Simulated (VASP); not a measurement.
Wanted: the native input for a VASP 6.6.1 run.

| Property | Result |
| --- | --- |
| Task | single point |
| Functional | PBE |
| Potentials or basis | VASP PAW PBE potentials, release 64 (Cs_sv, Sn_d, I) |
| Cutoff | 520 eV |
| k mesh | 6 × 6 × 6 |
| Occupations | gaussian, width 0.01 eV |
| Spin | non-collinear spin, zero start, spin-orbit coupling |
| Starting moments | [[0.0, 0.0, 0.0], [0.0, 0.0, 0.0], [0.0, 0.0, 0.0], [0.0, 0.0, 0.0], [0.0, 0.0, 0.0]] μB |
| Dipole correction | no |
| Further INCAR settings | ALGO = Fast; EDIFF = 1e-06; NBANDS = 59 |

The structure of CsSnI3 lies in POSCAR:

```
CsSnI3
1.0
    6.1337341610      0.0000000000      0.0000000000
    0.0000000000      6.1337341610      0.0000000000
    0.0000000000      0.0000000000      6.1337341610
Cs Sn I
1 1 3
Direct
    0.5000000000      0.5000000000      0.5000000000
    0.0000000000      0.0000000000      0.0000000000
    0.5000000000      0.0000000000      0.0000000000
    0.0000000000      0.5000000000      0.0000000000
    0.0000000000      0.0000000000      0.5000000000
```

The cell was built by a generator and needn't be a form met in nature.

These files were run (other wordings do the same):

INCAR

```
SYSTEM = CsSnI3
PREC = Accurate
ENCUT = 520
EDIFF = 1E-6
ISMEAR = 0
SIGMA = 0.01
LREAL = .FALSE.
LASPH = .TRUE.
NELM = 150
ALGO = Fast
ISIF = 2
LWAVE = .FALSE.
LCHARG = .TRUE.
MAGMOM = 0 0 0 0 0 0 0 0 0 0 0 0 0 0 0
LORBIT = 11
LSORBIT = .TRUE.
GGA_COMPAT = .FALSE.
LORBMOM = .TRUE.
GGA = PE
LVHAR = .TRUE.
NBANDS = 59
```

KPOINTS

```
Automatic mesh
0
G
  6 6 6
  0 0 0
```

Potentials or basis: VASP PAW PBE potentials, release 64 (Cs_sv, Sn_d, I).

Launch:

```bash
$ cat potpaw_PBE.64/Cs_sv/POTCAR potpaw_PBE.64/Sn_d/POTCAR potpaw_PBE.64/I/POTCAR > POTCAR
$ mpirun -np 1 vasp_ncl > vasp.out
```

Results of the run:

```yaml
Pressure: 1.3 GPa
Net_moment: 0.00 μB per cell
Valence_electrons_inside_the_program's_atomic_spheres: Cs 6.55; Sn 12.07; I 4.31
```

It took 7.6 min on 1 thread of Intel(R) Xeon(R) 6975P-C (Granite Rapids) (shared host), peak memory 0.98 GiB.
